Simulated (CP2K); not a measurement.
# Ga (C2/c) in CP2K: settings compared

The runs below take Ga through single point, with PBE, PBE+D2, PBE+D3, PBE+D3(BJ).

Program: CP2K 2026.2. These are calculated values, not measurements. Logs are shortened: lines on timing, memory, paths and dates and some standing lists are left out, and cuts for length are marked.

## Step 1: The structure

It takes space group C2/c (No. 15, monoclinic). Conventional cell: a = 2.766 Å, b = 8.053 Å, c = 3.332 Å, α = 90.00°, β = 92.02°, γ = 90.00°. Ga (site symmetry 2) is surrounded by 8 Ga at 2.69 to 2.92 Å.

This isn't the form of Ga at room conditions, which is orthorhombic.

## Step 2: Single point, PBE

Contents of ga_scf.inp:

```
&GLOBAL
  PROJECT ga_scf
  RUN_TYPE ENERGY_FORCE
  PRINT_LEVEL LOW
&END GLOBAL
&FORCE_EVAL
  METHOD QS
  STRESS_TENSOR ANALYTICAL
  &DFT
    BASIS_SET_FILE_NAME BASIS_MOLOPT_UZH
    POTENTIAL_FILE_NAME POTENTIAL_UZH
    &MGRID
      CUTOFF 450
      REL_CUTOFF 60
      NGRIDS 4
    &END MGRID
    &QS
      METHOD GPW
      EPS_DEFAULT 1.0E-9
    &END QS
    &KPOINTS
      SCHEME MONKHORST-PACK 10 10 8
      GAMMA_CENTERED T
      SYMMETRY T
      SYMMETRY_BACKEND SPGLIB
    &END KPOINTS
    &SCF
      SCF_GUESS ATOMIC
      EPS_SCF 1.0E-6
      MAX_SCF 100
      ADDED_MOS 10
      CHOLESKY OFF
      EPS_EIGVAL 1.0E-7
      &DIAGONALIZATION ON
        ALGORITHM STANDARD
      &END DIAGONALIZATION
      &MIXING ON
        METHOD BROYDEN_MIXING
        ALPHA 0.4
        BETA 1.5
        NBUFFER 8
      &END MIXING
      &SMEAR ON
        METHOD FERMI_DIRAC
        ELECTRONIC_TEMPERATURE [K] 580.226
      &END SMEAR
    &END SCF
    &XC
      &XC_FUNCTIONAL
        &GGA_X_PBE
        &END GGA_X_PBE
        &GGA_C_PBE
        &END GGA_C_PBE
      &END XC_FUNCTIONAL
    &END XC
    &PRINT
      &KPOINTS ON
      &END KPOINTS
      &MULLIKEN ON
      &END MULLIKEN
      &MO ON
        ENERGIES T
        OCCUPATION_NUMBERS T
        &EACH
          QS_SCF 0
        &END EACH
        ADD_LAST NUMERIC
      &END MO
    &END PRINT
  &END DFT
  &SUBSYS
    &CELL
      ABC 4.2573925412 4.2573925412 3.3320000000
      ALPHA_BETA_GAMMA 90.6560687817 90.6560687821 142.0874224233
      PERIODIC XYZ
    &END CELL
    &COORD
      SCALED
      Ga  0.1310000000 0.8690000000 0.7500000000
      Ga  0.8690000000 0.1310000000 0.2500000000
    &END COORD
    &KIND Ga
      BASIS_SET TZVP-MOLOPT-PBE-GTH-q13
      POTENTIAL GTH-PBE-q13
    &END KIND
    &PRINT
      &ATOMIC_COORDINATES ON
      &END ATOMIC_COORDINATES
      &CELL ON
      &END CELL
    &END PRINT
  &END SUBSYS
  &PRINT
    &FORCES ON
    &END FORCES
    &STRESS_TENSOR ON
    &END STRESS_TENSOR
  &END PRINT
&END FORCE_EVAL
```

Potentials or basis: POTENTIAL_UZH Ga GTH-PBE-q13; TZVP-MOLOPT-PBE-GTH basis.

Launch:

```sh
OMP_NUM_THREADS=1 cp2k.psmp -i ga_scf.inp -o ga_scf.out
```

ga_scf.out:

```text

 CP2K| version string:                                       CP2K version 2026.2
 CP2K| Input file name                                                ga_scf.inp

 GLOBAL| Force Environment number                                              1
 GLOBAL| Basis set file name                                    BASIS_MOLOPT_UZH
 GLOBAL| Potential file name                                       POTENTIAL_UZH
 GLOBAL| MM Potential file name                                     MM_POTENTIAL
 GLOBAL| Coordinate file name                                      __STD_INPUT__
 GLOBAL| Method name                                                        CP2K
 GLOBAL| Project name                                                     ga_scf
 GLOBAL| Run type                                                   ENERGY_FORCE
 GLOBAL| FFT library                                                       FFTW3
[... 6 lines left out ...]
 GLOBAL| Total number of message passing processes                             1
 GLOBAL| Number of threads for this process                                    1
 GLOBAL| CPU model name                                                  UNKNOWN

 CELL| Volume [angstrom^3]:                                            37.086420
 CELL| Vector a [angstrom]:       4.257     0.000     0.000   |a| =     4.257393
 CELL| Vector b [angstrom]:      -3.359     2.616     0.000   |b| =     4.257393
 CELL| Vector c [angstrom]:      -0.038    -0.111     3.330   |c| =     3.332000
 CELL| Angle (b,c), alpha [degree]:                                    90.656069
 CELL| Angle (a,c), beta  [degree]:                                    90.656069
 CELL| Angle (a,b), gamma [degree]:                                   142.087422
 CELL| Numerically orthorhombic:                                              NO
 CELL| Periodicity                                                           XYZ

 CELL_REF| Volume [angstrom^3]:                                        37.086420
 CELL_REF| Vector a [angstrom     4.257     0.000     0.000   |a| =     4.257393
 CELL_REF| Vector b [angstrom    -3.359     2.616     0.000   |b| =     4.257393
 CELL_REF| Vector c [angstrom    -0.038    -0.111     3.330   |c| =     3.332000
 CELL_REF| Angle (b,c), alpha [degree]:                                90.656069
 CELL_REF| Angle (a,c), beta  [degree]:                                90.656069
 CELL_REF| Angle (a,b), gamma [degree]:                               142.087422
 CELL_REF| Numerically orthorhombic:                                          NO
 CELL_REF| Periodicity                                                       XYZ
[... 9 lines left out ...]
 TOTAL NUMBERS AND MAXIMUM NUMBERS

  Total number of            - Atomic kinds:                                   1
                             - Atoms:                                          2
                             - Shell sets:                                     2
                             - Shells:                                        20
                             - Primitive Cartesian functions:                 12
                             - Cartesian basis functions:                     80
                             - Spherical basis functions:                     68

  Maximum angular momentum of the orbital basis functions:                     3

 MODULE QUICKSTEP: ATOMIC COORDINATES IN ANGSTROM

   Atom Kind Element         X             Y             Z       Z(eff)     Mass
      1    1 Ga   31     -2.389751      2.189987      2.497447  13.0000  69.7230
      2    1 Ga   31      3.250124      0.314925      0.832482  13.0000  69.7230

 SCF PARAMETERS         Density guess:                                    ATOMIC
                        --------------------------------------------------------
                        max_scf:                                             100
[... 7 lines left out ...]
                        --------------------------------------------------------
                        level_shift [a.u.]:                             0.000000
                        added MOs                                        10    0
                        --------------------------------------------------------
                        Mixing method:                            BROYDEN_MIXING
[... 11 lines left out ...]
 *******************************************************************************
 BRILLOUIN| K-point scheme                                        Monkhorst-Pack
 BRILLOUIN| K-Point grid                                            10   10    8
 BRILLOUIN| Gamma-centered k-point mesh                                     ON
 BRILLOUIN| K-point symmetry accuracy                               0.100000E-05
 BRILLOUIN| K-Point point group symmetrization                                ON
 BRILLOUIN| Symmetry backend                                             SPGLIB
 BRILLOUIN| Symmetry reduction method                                    SPGLIB
 BRILLOUIN| Wavefunction type                                            COMPLEX
 BRILLOUIN| List of Kpoints [2 Pi/Bohr]                                      227
 BRILLOUIN| Number           Weight            X              Y              Z
 BRILLOUIN|     1           0.00250       -0.40000       -0.40000       -0.37500
 BRILLOUIN|     2           0.00250       -0.40000       -0.40000       -0.25000
 BRILLOUIN|     3           0.00250       -0.40000       -0.40000       -0.12500
 BRILLOUIN|     4           0.00250       -0.40000       -0.40000        0.00000
 BRILLOUIN|     5           0.00250       -0.40000       -0.40000        0.12500
 BRILLOUIN|     6           0.00250       -0.40000       -0.40000        0.25000
[... 32 lines left out ...]
 BRILLOUIN|    39           0.00500       -0.40000        0.00000        0.37500
 BRILLOUIN|    40           0.00500       -0.40000        0.00000        0.50000
 [... further k-points ...]
 *******************************************************************************

 Extrapolation method: initial_guess

 Number of electrons:                                                         26
 Number of occupied orbitals:                                                 13
 Number of molecular orbitals:                                                23

 Number of orbital functions:                                                 68
 Number of independent orbital functions:                                     68

 SCF WAVEFUNCTION OPTIMIZATION

  Step     Update method      Time    Convergence         Total energy    Change
  ------------------------------------------------------------------------------
     1 NoMix/Diag. 0.40E+00    9.8     0.73533231      -149.3794457994 -1.49E+02
     2 Broy./Diag. 0.40E+00    9.1     0.00712215      -149.3833372579 -3.89E-03
     3 Broy./Diag. 0.40E+00    8.9     0.01929254      -149.2657276414  1.18E-01
     4 Broy./Diag. 0.40E+00    8.9     0.00349231      -149.1894855624  7.62E-02
     5 Broy./Diag. 0.40E+00    8.9     0.00283508      -149.1936630738 -4.18E-03
     6 Broy./Diag. 0.40E+00    8.9     0.00163392      -149.1931756794  4.87E-04
     7 Broy./Diag. 0.40E+00    8.9     0.00011575      -149.1918188135  1.36E-03
     8 Broy./Diag. 0.40E+00    8.9     0.00015271      -149.1918704932 -5.17E-05
     9 Broy./Diag. 0.40E+00    8.9     0.00003155      -149.1918885826 -1.81E-05
    10 Broy./Diag. 0.40E+00    9.0     0.00000343      -149.1918137989  7.48E-05
    11 Broy./Diag. 0.40E+00    9.0     0.00000863      -149.1918194387 -5.64E-06
    12 Broy./Diag. 0.40E+00    9.1     0.00000140      -149.1918302493 -1.08E-05
    13 Broy./Diag. 0.40E+00    9.1     0.00000076      -149.1918305675 -3.18E-07

  *** SCF run converged in    13 steps ***

  Electronic density on regular grids:        -25.9999992241        0.0000007759
  Core density on regular grids:               25.9999999799       -0.0000000201
  Total charge density on r-space grids:        0.0000007558
  Total charge density g-space grids:           0.0000007558

  Overlap energy of the core charge distribution:               0.00000000001862
  Self energy of the core charge distribution:               -194.58776254249338
  Core Hamiltonian energy:                                     58.43771536505972
  Hartree energy:                                               7.34634034205706
  Exchange-correlation energy:                                -20.38791132166326
  Electronic entropic energy:                                  -0.00021241024890
  Fermi energy:                                                 0.21439384238229

  Total energy:                                              -149.19183056747525
  Total energy (extrapolated to T->0):                       -149.19172436235081

 MO| EIGENVALUES AND OCCUPATION NUMBERS FOR K POINT 1
 MO|
 MO|  Index      Eigenvalue [a.u.]        Eigenvalue [eV]             Occupation
 MO|      1              -0.340148              -9.255900               2.000000
 MO|      2              -0.339752              -9.245128               2.000000
 MO|      3              -0.336597              -9.159280               2.000000
 MO|      4              -0.335464              -9.128453               2.000000
 MO|      5              -0.333323              -9.070169               2.000000
 MO|      6              -0.333079              -9.063534               2.000000
[... 15 lines left out ...]
 MO|     22               0.833909              22.691824               0.000000
 MO|     23               0.867252              23.599129               0.000000
 MO| Sum:                                                              28.000000
 MO| E(Fermi):            0.214394 a.u.          5.833953 eV
 MO| Band gap:            0.015828 a.u.          0.430705 eV
[... 351 lines left out ...]
 MO| EIGENVALUES AND OCCUPATION NUMBERS FOR K POINT 14
 MO|
 MO|  Index      Eigenvalue [a.u.]        Eigenvalue [eV]             Occupation
 MO|      1              -0.339999              -9.251835               2.000000
 MO|      2              -0.338408              -9.208559               2.000000
 MO|      3              -0.337727              -9.190021               2.000000
 MO|      4              -0.336166              -9.147533               2.000000
 MO|      5              -0.334571              -9.104136               2.000000
 MO|      6              -0.332823              -9.056580               2.000000
[... 15 lines left out ...]
 MO|     22               0.835806              22.743430               0.000000
 MO|     23               0.858035              23.348318               0.000000
 MO| Sum:                                                              26.000413
 MO| E(Fermi):            0.214394 a.u.          5.833953 eV

 [... the levels of further k-points ...]

 !-----------------------------------------------------------------------------!
                     Mulliken Population Analysis

 #  Atom  Element  Kind  Atomic population                           Net charge
       1     Ga       1         12.999986                              0.000014
       2     Ga       1         13.000014                             -0.000014
 # Total charge                             26.000000                  0.000000

 !-----------------------------------------------------------------------------!

 ENERGY| Total FORCE_EVAL ( QS ) energy [hartree]           -149.191830595431952

 FORCES| Atomic forces [hartree/bohr]
 FORCES|   Atom     x               y               z               |f|
 FORCES|      1  1.01815049E-03 -3.19784346E-04  2.35900976E-04   1.09295093E-03
 FORCES|      2 -1.01815051E-03  3.19784343E-04 -2.35893884E-04   1.09294941E-03
 FORCES| Sum    -1.32099991E-11 -3.44213200E-12  7.09218991E-09
 FORCES| Total atomic force                                       7.09220305E-09

 STRESS| Analytical stress tensor [bar]
 STRESS|                        x                   y                   z
 STRESS|      x        2.84760003426E+04   1.60703025948E+02   8.31032636507E+02
 STRESS|      y        1.60703025948E+02   2.89036325225E+04   3.80012259957E+03
 STRESS|      z        8.31032636507E+02   3.80012259957E+03   1.94278607559E+04
 STRESS| 1/3 Trace                                             2.56024978737E+04
 STRESS| Determinant                                           1.55596241599E+13

 STRESS| Eigenvectors and eigenvalues of the analytical stress tensor [bar]
 STRESS|                        1                   2                   3
 STRESS| Eigenvalues   1.80409139961E+04   2.84269768948E+04   3.03396027301E+04
 STRESS|      x          -0.069954087046      0.971031172177      0.228483890824
 STRESS|      y          -0.328477687791     -0.238693772884      0.913853211085
 STRESS|      z           0.941917636701     -0.011124093080      0.335659679175
```

Wall time 2.2 min (1 thread of Arm Neoverse V1, shared host); peak memory 0.41 GiB.

What came out:

- Free energy: -4059.7162 eV
- Pressure: 2.6 GPa
- Largest force: 0.056 eV/Å
- Band gap on the k mesh: none (metal or under the smearing width)

Forces in eV/Å, atoms in the order of the input:
```
Ga   0.052 -0.016  0.012
Ga  -0.052  0.016 -0.012
```

Levels at points of the mesh, in eV from the Fermi level:
| k point | band 10 | band 11 | band 12 | band 13 | band 14 | band 15 | band 16 | band 17 |
| --- | --- | --- | --- | --- | --- | --- | --- | --- |
| (0.00, 0.00, 0.00) | -14.65 | -11.25 | -2.11 | -1.62 | 1.62 | 5.57 | 9.70 | 10.17 |
| (0.00, 0.00, 0.50) | -14.72 | -7.80 | -7.80 | 1.72 | 1.72 | 2.46 | 2.46 | 11.60 |
| (0.00, 0.50, 0.00) | -14.67 | -6.06 | -5.05 | -1.36 | 0.02 | 5.77 | 6.58 | 8.53 |
| (0.00, 0.50, 0.50) | -14.68 | -2.89 | -2.87 | -1.65 | -1.51 | 1.75 | 2.30 | 4.39 |
| (0.50, 0.50, 0.00) | -14.72 | -9.12 | -8.62 | 4.02 | 4.60 | 5.87 | 6.08 | 7.54 |
| (0.50, 0.50, 0.50) | -14.81 | -6.01 | -6.01 | -4.42 | -4.42 | 10.87 | 10.87 | 11.81 |

Caveat: the basis of atomic orbitals isn't converged, which shifts pressures, moduli and gaps.

(Continued in part 2 of 2.)
